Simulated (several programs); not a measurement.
**What each method gives for InSe (P-6m2)**

An 8-atom cell of InSe (P-6m2) from a materials database, relaxed with r2SCAN+rVV10 in Ansatz, was computed with several methods. It is hexagonal, P-6m2 (No. 187); a = 4.020 Å, c = 16.835 Å in the conventional setting, 29.46 Å³ an atom. In is surrounded by 3 Se at 2.64 Å and 1 In at 2.79 Å; Se is surrounded by 3 In at 2.64 Å. Calculated for a static, non-magnetic cell.

```cif
data_structure
_symmetry_space_group_name_H-M 'P-6m2'
_symmetry_Int_Tables_number 187
_cell_length_a 4.0204
_cell_length_b 4.0204
_cell_length_c 16.8353
_cell_angle_alpha 90.000
_cell_angle_beta 90.000
_cell_angle_gamma 120.000
_cell_volume 235.66
loop_
_atom_site_label
_atom_site_type_symbol
_atom_site_symmetry_multiplicity
_atom_site_Wyckoff_symbol
_atom_site_fract_x
_atom_site_fract_y
_atom_site_fract_z
_atom_site_occupancy
In1 In 2 g 0.00000 0.00000 0.58273 1
In2 In 2 h 0.33333 0.66667 0.91727 1
Se1 Se 2 i 0.66667 0.33333 0.84201 1
Se2 Se 2 h 0.33333 0.66667 0.65795 1
```

Gaps and times are for a single point on this cell; volume and bulk modulus come from each method's own relaxation or energy curve at fixed shape, which is too stiff where a cell has free coordinates or axes. Times are rough, from shared hosts (Arm Neoverse V1), and each method has its own mesh and cell size. A double dagger marks a value from a curve with shape and coordinates held. PM6 (MOPAC), PM7 (MOPAC) treat a cluster of cells at its zone centre, which samples few k points: where these miss a band edge, the gap comes out too large for that reason alone. Gaps from k meshes are read at a limited set of points (mesh, symmetry points, PBE's band edges), so each method's own least gap may be somewhat smaller. xTB and the PM methods were fitted mostly to molecules, and can miss a solid's gap by electronvolts. Minimal bases can be far off for gaps. Times of the plane-wave rungs are withheld (a dash), since they come from other jobs, hosts and meshes; the meshes of hybrids and Hartree-Fock don't converge their gaps to the digits shown. Curves at held shape can't give the bulk modulus of a layered or molecular crystal, so none is listed. GLLB-SC's gap includes the derivative discontinuity. d marks a direct gap, i an indirect one (no mark: not told apart), a dash a value that wasn't computed or didn't pass its checks.

```
                          method              kind  gap (eV)  own volume (Å³/atom)  bulk modulus (GPa)  atoms computed  processor time
                      PBE-D3(BJ)         semilocal         –                 29.32                   –               8               –
                    r2SCAN+rVV10         semilocal         –                 29.46                   –               8               –
                     PM7 (MOPAC)    semi-empirical      5.81                29.73‡                   –         cluster           3.4 s
                     PM6 (MOPAC)    semi-empirical      5.35                     –                   –         cluster             4 s
light PBE (260 eV, its own mesh)  light plane-wave    0.38 d                     –                   –               8            11 s
                  PBE/SZV (CP2K)       small basis    0.33 d                     –                   –               8            22 s
                 PBE/DZVP (CP2K)       small basis    0.38 d                31.25‡                   –               8            72 s
                             PBE         semilocal    0.40 d                     –                   –               8               –
                  GLLB-SC (GPAW)   model potential      1.00                     –                   –               8           100 s
                          r2SCAN         semilocal    0.83 d                     –                   –               8               –
                         PBE+SOC         semilocal    0.38 d                     –                   –               8               –
                           HSE06            hybrid    1.14 d                     –                   –               8               –
                            PBE0            hybrid    1.73 d                     –                   –               8               –
```

Against HSE06 (1.14 eV) the nearest gap at the points sampled is that of GLLB-SC (GPAW) (-0.14 eV) and the farthest that of PM7 (MOPAC) (+4.67 eV). HSE06 is only a yardstick of convenience, and nearness to it can be luck.

Runs without a result: GFN1-xTB (tblite) (single point), GFN2-xTB (tblite) (single point).

Only the rows marked +SOC include spin-orbit coupling.
